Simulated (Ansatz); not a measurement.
# SiO2: the cost of one run

Method: DFT PBE, scalar-relativistic, plane waves, PAW, in Ansatz 0.2.0.

## 1. Starting point

It takes space group P-42_1m (No. 113, tetragonal). The conventional cell has a = 4.104 Å, b = 4.104 Å, c = 2.759 Å, α = 90.00°, β = 90.00°, γ = 90.00°. Si (site symmetry 2mm) has 2 O at 1.33 Å as nearest neighbours. O (site symmetry m) has 1 Si at 1.33 Å as nearest neighbours.

Structure file:

```
Si O
1.0
     4.10397    0.00000    0.00000
     0.00000    4.10397    0.00000
     0.00000    0.00000    2.75877
Si O
2 4
Direct
  0.50000 0.00000 0.74767
  0.00000 0.50000 0.25233
  0.85490 0.35490 0.62567
  0.64510 0.85490 0.37433
  0.14510 0.64510 0.62567
  0.35490 0.14510 0.37433
```

The guess is a distorted database cell: SiO2 type (P4_2/mnm) distorted into a subgroup (P-42_1m, No. 113).

## 2. Probe: one point on a coarse mesh

File input.yaml:

```yaml
crystal:
  lattice:
    - [4.10397016, 0.0, 0.0]
    - [0.0, 4.10397016, 0.0]
    - [0.0, 0.0, 2.75877174]
  atoms:
    - { symbol: Si, position: [0.5, 0.0, 0.74766877] }
    - { symbol: Si, position: [0.0, 0.5, 0.25233123] }
    - { symbol: O, position: [0.85490126, 0.35490126, 0.6256704] }
    - { symbol: O, position: [0.64509874, 0.85490126, 0.3743296] }
    - { symbol: O, position: [0.14509874, 0.64509874, 0.6256704] }
    - { symbol: O, position: [0.35490126, 0.14509874, 0.3743296] }
basis:
  ecutwfc: 420
kpoints:
  mp_grid: { grid: [4, 4, 6] }
hamiltonian:
  xc: pbe
scf:
  occupations: { method: gaussian, width: 0.1 }
  lower_state_search: "off"
output:
  forces: true
  stress: true
  eigenvalues: true
```

Command:

```bash
> ansatz run input.yaml --threads 1 --pin off --max-ram 2048MiB --backend cpu --events-out ev --progress --plain --runs-dir out
```

Q: Estimate wall time and peak memory on 1 thread of Intel Xeon Platinum 8375C at 2.90GHz (Ice Lake), shared host.

About 2 s, with a peak of 0.34 GiB.
